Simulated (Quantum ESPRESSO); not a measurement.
S:

```
S
1.0
     5.40900    3.12289    1.42667
    -5.40900    3.12289    1.42667
     0.00000   -6.24578    1.42667
S
6
Direct
  0.85170 0.08270 0.74910
  0.08270 0.74910 0.85170
  0.74910 0.85170 0.08270
  0.14830 0.91730 0.25090
  0.91730 0.25090 0.14830
  0.25090 0.14830 0.91730
```

This isn't the form of S at room conditions, which is orthorhombic, of S8 rings.

| Property | Result |
| --- | --- |
| Program | Quantum ESPRESSO 7.5 |
| Task | single point |
| Functional | PBE |
| Potentials or basis | SSSP 1.3 efficiency PBE |
| Cutoff | 748 eV |
| Density cutoff | 5987 eV |
| k mesh | 7 × 7 × 7 |
| Occupations | fermi-dirac, width 0.05 eV |
| Spin | no spin polarisation |

On this cell: pressure 2.9 GPa; largest force 0.431 eV/Å; band gap on the k mesh 2.14 eV, indirect (least direct gap 2.22 eV).

The same run follows on a disturbed copy (atoms moved at random, drawn with an rms of 0.05 Å):

```
S
1.0
     5.40900    3.12289    1.42667
    -5.40900    3.12289    1.42667
     0.00000   -6.24578    1.42667
S
6
Cartesian
  4.1652 -1.7091 2.3801
  -3.6182 -2.7185 2.3669
  -0.5609 4.4962 2.4142
  -4.1575 1.7782 1.8294
  3.6333 2.7410 1.8851
  0.5368 -4.4766 1.8945
```

Q: What does the disturbed cell give?

A: The energy moves by +6.1 meV/atom; pressure 3.2 GPa; largest force 0.864 eV/Å; band gap on the k mesh 2.11 eV, indirect (least direct gap 2.20 eV).

Forces in eV/Å, atoms in the order of the input:
```
S   -0.322 -0.059  0.074
S    0.331  0.430 -0.113
S   -0.350 -0.462 -0.441
S    0.572 -0.456  0.460
S   -0.601  0.209  0.084
S    0.370  0.337 -0.065
```

Stress tensor (GPa, compression positive):
```
4.44 0.36 0.30
0.36 3.17 0.10
0.30 0.10 1.96
```

Caveats: an odd mesh through Γ misses points on the zone boundary, where band edges often lie.
